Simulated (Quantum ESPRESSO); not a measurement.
ZrC: zone-centre phonons under several settings

```
Zr C
1.0
     0.00000    2.36500    2.36500
     2.36500    0.00000    2.36500
     2.36500    2.36500    0.00000
Zr C
1 1
Direct
  0.50000 0.50000 0.50000
  0.00000 0.00000 0.00000
```

All runs used Quantum ESPRESSO 7.5; relaxed cell; no spin polarisation; cutoff 612 eV; occupations cold, width 0.2 eV.

```tsv
level	potentials	k mesh (s: shifted)	volume (Å³/atom)	lowest optical mode without the field (cm⁻¹)
LDA	GBRV 1.5 LDA	7 × 7 × 7	12.50	427
PBE	GBRV 1.5 PBE	7 × 7 × 7	?	?
PBEsol	GBRV 1.5 PBEsol	7 × 7 × 7	12.72	426
WC	GBRV 1.5 PBE	7 × 7 × 7	12.79	423
BLYP	GBRV 1.5 PBE	7 × 7 × 7	13.50	389
AM05	GBRV 1.5 PBE	7 × 7 × 7	12.71	425
vdW-DF-cx	GBRV 1.5 PBE	7 × 7 × 7	12.81	428
LDA	GBRV 1.5 LDA	10 × 10 × 10	12.50	459
PBE	GBRV 1.5 PBE	10 × 10 × 10	13.04	420
PBEsol	GBRV 1.5 PBEsol	10 × 10 × 10	12.72	450
WC	GBRV 1.5 PBE	10 × 10 × 10	12.79	445
BLYP	GBRV 1.5 PBE	10 × 10 × 10	13.50	369
```

What stands in the row left open?

Volume 13.04 Å³/atom; lowest optical mode without the field 417 cm⁻¹.

Caveats: the mesh is thin for the phonons of a metal (some runs); the potentials were made for another functional, which shifts forces and pressure (some runs).

For the row left open. Caveat: the k mesh is coarse; the mesh is thin for the phonons of a metal.
